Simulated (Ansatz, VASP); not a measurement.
Bi: VASP beside Ansatz

The input INCAR:

```
PREC = Accurate ; ENCUT = 520
EDIFF = 1E-6 ; ISMEAR = 0
SIGMA = 0.05 ; LREAL = F
LASPH = T ; NELM = 100
ALGO = Fast ; ISIF = 2
LWAVE = F ; LCHARG = T
GGA = PS ; LELF = T
LVHAR = T ; NBANDS = 14
```

The input KPOINTS:

```
Automatic mesh
0
Gamma
  12 12 12
```

Contents of POSCAR:

```
Bi
1.0
   -4.2574820000      4.2574820000      1.4305640000
    4.2574820000     -4.2574820000      1.4305640000
    4.2574820000      4.2574820000     -1.4305640000
Bi
1
Direct
    0.0000000000      0.0000000000      0.0000000000
```

Input for Ansatz:

```yaml
crystal:
  lattice:
    - [-4.257482, 4.257482, 1.430564]
    - [4.257482, -4.257482, 1.430564]
    - [4.257482, 4.257482, -1.430564]
  atoms:
    - { symbol: Bi, position: [0.0, 0.0, 0.0] }
basis:
  ecutwfc: 420
kpoints:
  mp_grid: { grid: [12, 12, 12] }
hamiltonian:
  xc: pbesol
scf:
  occupations: { method: gaussian, width: 0.05 }
output:
  forces: true
  stress: true
  eigenvalues: true
```

This isn't the form of Bi at room conditions, which is rhombohedral.

Alike in both runs: task single point; functional PBEsol; k mesh 12 × 12 × 12; occupations gaussian, width 0.05 eV; no spin polarisation.

```csv
,VASP,Ansatz
version,VASP 6.6.1,Ansatz 0.2.0
potentials or method,"VASP PAW PBE potentials, release 64 (Bi_d)","scalar-relativistic, plane waves, PAW"
plane-wave cutoff (eV),520,420
valence electrons in the cell,15,15
```

```tsv
	VASP	Ansatz	Ansatz less VASP
gap on the k mesh at the Fermi level (eV)	none	none	-
pressure (GPa)	-0.1	-0.1	+0.02
largest component of the traceless stress (GPa)	0.25	0.25	+0.009
```

A gap of «none» marks a metal or a gap that the smearing closes.

Caveats: the PAW data sets were made with another functional, which shifts forces and pressure a little (VASP); spin-orbit coupling is left out, which moves the levels of the heavy elements.
